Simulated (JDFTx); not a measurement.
NaCl under changes of volume

One of the cells (21.478 Å³/atom); the others are scaled copies at fixed shape and fractional positions:

```
Cl Na
1.0
     3.50219    0.00000    0.00000
     0.00000    3.50219    0.00000
     0.00000    0.00000    3.50219
Cl Na
1 1
Cartesian
  1.7511 1.7511 1.7511
  0.0000 0.0000 0.0000
```

Measurements of this composition are mostly on another form, of space group No. 225.

* Program: JDFTx 1.7.0 (patched build)
* Functional: PBEsol
* Potentials or basis: PseudoDojo-SR-PBEsol-0.4.1-standard with smoothed tails
* Cutoff: 1197 eV
* Density cutoff: 9578 eV
* k mesh: 8 × 8 × 8
* Occupations: fermi-dirac, width 0.05 eV
* Spin: no spin polarisation

| volume (Å³/atom) | energy over the lowest point (meV/atom) | pressure (GPa) | gap on the mesh (eV) |
| --- | --- | --- | --- |
| 20.189 | ? | ? | ? |
| 20.619 | 0.00 | -0.2 | 3.97 |
| 21.048 | 1.24 | -0.7 | 3.91 |
| 21.478 | 3.86 | -1.2 | 3.84 |
| 21.907 | 7.72 | -1.6 | 3.78 |
| 22.337 | 12.65 | -2.0 | 3.72 |
| 22.766 | 18.54 | -2.4 | 3.67 |

Problem. What does the run at 20.189 Å³/atom give?

Solution. Energy over the lowest point 0.31 meV/atom; pressure 0.4 GPa; gap on the mesh 4.05 eV.

Worked out: A Birch-Murnaghan fit of order 3 (a polynomial in V^(-2/3)) to the other rows has its minimum at 20.49 Å³/atom, just outside them, with B0 = V·E''(V) = 29 GPa and B' = 4.9. It gives 0.33 meV/atom at 20.189 Å³/atom, against the run's 0.31, and -dE/dV = 0.4 GPa, against 0.4. A straight line through the other rows of the gap, of slope -3.07 eV per unit of ln V, extrapolates to 4.03 eV, against the run's 4.05.

Energies are extrapolated to zero smearing.

A mesh can miss the band edges.
